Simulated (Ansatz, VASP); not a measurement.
**One calculation of Zn, two programs**

The input INCAR:

```
SYSTEM = Zn
PREC = Accurate ; ENCUT = 520
EDIFF = 1E-6 ; ISMEAR = -1
SIGMA = 0.1 ; LREAL = .FALSE.
LASPH = .TRUE. ; NELM = 150
ALGO = Normal ; ISIF = 2
LWAVE = .FALSE. ; LCHARG = .FALSE.
MAGMOM = 0 0 0 0 0 0 ; LORBIT = 11
LSORBIT = .TRUE. ; GGA_COMPAT = .FALSE.
LORBMOM = .TRUE. ; GGA = PE
NBANDS = 36
```

The input KPOINTS:

```
regular mesh
0
G
  9 9 9
  0 0 0
```

Contents of POSCAR:

```
Zn
1.0
    0.0000000000      2.9124239656      2.9124239656
    2.9124239656      0.0000000000      2.9124239656
    2.9124239656      2.9124239656      0.0000000000
Zn
2
Direct
    0.1250000000      0.1250000000      0.1250000000
    0.8750000000      0.8750000000      0.8750000000
```

Input for Ansatz:

```yaml
crystal:
  lattice:
    - [0.0, 2.9124239656, 2.9124239656]
    - [2.9124239656, 0.0, 2.9124239656]
    - [2.9124239656, 2.9124239656, 0.0]
  atoms:
    - { symbol: Zn, position: [0.125, 0.125, 0.125] }
    - { symbol: Zn, position: [0.875, 0.875, 0.875] }
hamiltonian:
  xc: pbe
  pseudopotentials:
    kind: paw_fr
    azcp:
      Zn: "pseudopotentials/Zn.paw.azcp"
basis:
  ecutwfc: 420
  fft_grid_basis: typed
kpoints:
  mp_grid: { grid: [9, 9, 9], shift: [0, 0, 0] }
magnetization:
  noncollinear: true
  spin_orbit: true
scf:
  occupations: { method: fermi_dirac, width: 0.1 }
```

Alike in both runs: task single point; functional PBE; k mesh 9 × 9 × 9; occupations fermi-dirac, width 0.1 eV; non-collinear spin, spin-orbit coupling.

```csv
,VASP,Ansatz
version,VASP 6.6.1,Ansatz 0.2.0
potentials or method,"VASP PAW PBE potentials, release 64 (Zn)","plane waves (420 eV) with PAW, fully relativistic with spin-orbit coupling"
plane-wave cutoff (eV),520,420
valence electrons in the cell,24,24
```

|  | VASP | Ansatz | Ansatz less VASP |
| --- | --- | --- | --- |
| net moment per atom (μB) | 0.00 | 0.00 | 0.000 |
